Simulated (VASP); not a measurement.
Write the native input for VASP 6.6.1 that does the following.

```
Task                   : single point
Functional             : PBE
Potentials or basis    : VASP PAW PBE potentials, release 54 (Br, K_sv)
Cutoff                 : 520 eV
k mesh                 : 7 × 7 × 7
Occupations            : gaussian, width 0.02 eV
Spin                   : no spin polarisation
Further INCAR settings : ALGO = Fast; EDIFF = 1e-06
```

The structure of KBr lies in POSCAR:

```
KBr
1.0
    0.0000000000      3.3000000000      3.3000000000
    3.3000000000      0.0000000000      3.3000000000
    3.3000000000      3.3000000000      0.0000000000
Br K
1 1
Direct
    0.5000000000      0.5000000000      0.5000000000
    0.0000000000      0.0000000000      0.0000000000
```

The input as run:

INCAR

```
SYSTEM = KBr
PREC     = Accurate       ! precision mode
ENCUT    = 520            ! plane-wave cutoff, eV
EDIFF    = 1E-6           ! SCF threshold, eV
ISMEAR   = 0              ! smearing method
SIGMA    = 0.02           ! smearing width, eV
LREAL    = .False.        ! projectors in reciprocal space
LASPH    = .True.         ! aspherical terms in the spheres
NELM     = 60             ! most SCF steps
ALGO     = Fast           ! electronic algorithm
ISIF     = 2              ! what is computed and relaxed
LWAVE    = .False.        ! write WAVECAR
LCHARG   = .False.        ! write CHGCAR
GGA      = PE             ! functional
```

KPOINTS

```
Automatic mesh
0
Gamma
  7 7 7
  0 0 0
```

Potentials or basis: VASP PAW PBE potentials, release 54 (Br, K_sv).

The run is started by

```console
$ cat potpaw_PBE.54/Br/POTCAR potpaw_PBE.54/K_sv/POTCAR > POTCAR
$ mpirun -np 1 vasp_std > vasp.out
```

Results of the run:

| Item | Value |
| --- | --- |
| Pressure | 0.8 GPa |
| Band gap on the k mesh | 4.43 eV, direct |

Caveat: an odd mesh through Γ misses points on the zone boundary, where band edges often lie.

Run time: 23 s on 1 thread of Intel(R) Xeon(R) Platinum 8488C (Sapphire Rapids), on a shared host, peak memory 0.2 GiB.
